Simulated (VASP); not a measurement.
## VASP 6.6.1 run: InP

INCAR

```
SIGMA = 0.02
EDIFF = 1E-7
IBRION = -1
ALGO = VeryFast
PREC = Accurate
ENCUT = 520
ISMEAR = -1
ISIF = 2
NBANDS = 16
LASPH = .TRUE.
LREAL = .FALSE.
GGA = PE
NELM = 120
LWAVE = .FALSE.
NSW = 0
LCHARG = .FALSE.
```

KPOINTS

```
KPOINTS created by Atomic Simulation Environment
0
Gamma
8 8 8
0 0 0
```

POSCAR

```
In P
 1.0000000000000000
     0.0000000000000000    2.9537876505999998    2.8947118976000001
     2.9537876505999998    0.0000000000000000    2.8947118976000001
     2.9537876505999998    2.9537876505999998    0.0000000000000000
 In  P
   1   1
Cartesian
  0.0000000000000000  0.0000000000000000  0.0000000000000000
  1.4768938252999999  1.4768938252999999  1.4473559487999998
```

The recommended PBE PAW datasets give the neutral cell 18 valence electrons.

Command

```
mpirun -np 1 vasp_std
```

**Question.** Predict the outcome of this run.

**Answer.** It converged. Results: gap between bands v and c on the k mesh 0.63 eV; least direct gap on the k mesh 0.63 eV; pressure 3.0 GPa. Band v is the last that the valence electrons fill when counted band by band, and c is the next.

OSZICAR

```
N       E                     dE             d eps       ncg     rms          rms(c)
RMM:   1     0.102122650771E+03    0.10212E+03   -0.63704E+03   944   0.106E+03
RMM:   2    -0.663200501534E+01   -0.10875E+03   -0.14616E+03   944   0.236E+02
RMM:   3    -0.469986106353E+01    0.19321E+01   -0.12386E+02   944   0.110E+02
RMM:   4    -0.827251967363E+01   -0.35727E+01   -0.31921E+01   944   0.554E+01
RMM:   5    -0.871086506397E+01   -0.43835E+00   -0.13999E+01   944   0.360E+01
RMM:   6    -0.874309696842E+01   -0.32232E-01   -0.63407E+00   944   0.212E+01
RMM:   7    -0.879533516693E+01   -0.52238E-01   -0.35583E+00   944   0.149E+01
RMM:   8    -0.880503212780E+01   -0.96970E-02   -0.61990E+00   944   0.110E+01
RMM:   9    -0.875101052677E+01    0.54022E-01   -0.24100E+00  3185   0.818E+00
RMM:  10    -0.879923329162E+01   -0.48223E-01   -0.17205E-01  3202   0.210E+00
...
RMM:  15    -0.838175371598E+01   -0.50911E-04   -0.19503E-02  2406   0.184E+00    0.124E-01
RMM:  16    -0.838231451093E+01   -0.56079E-03   -0.81011E-03  2757   0.966E-01    0.751E-02
RMM:  17    -0.838257450158E+01   -0.25999E-03   -0.29208E-03  3047   0.507E-01    0.766E-02
RMM:  18    -0.838264528464E+01   -0.70783E-04   -0.30246E-04  3037   0.144E-01    0.593E-02
RMM:  19    -0.838268599572E+01   -0.40711E-04   -0.41132E-05  2400   0.494E-02    0.926E-03
RMM:  20    -0.838269462879E+01   -0.86331E-05   -0.19163E-05  2494   0.331E-02    0.113E-02
RMM:  21    -0.838269534853E+01   -0.71975E-06   -0.71106E-06  3178   0.185E-02    0.611E-03
RMM:  22    -0.838269542087E+01   -0.72331E-07   -0.12220E-06  2745   0.744E-03    0.593E-03
RMM:  23    -0.838269546931E+01   -0.48446E-07   -0.20308E-07  1903   0.363E-03
   1 F= -.83826955E+01 E0= -.83826955E+01  d E =-.383897E-09
```

For comparison, a separate PBE run of the intended cell, on usual settings and not on those above, gives a gap of 0.63 eV on its mesh and a pressure of 3.0 GPa.
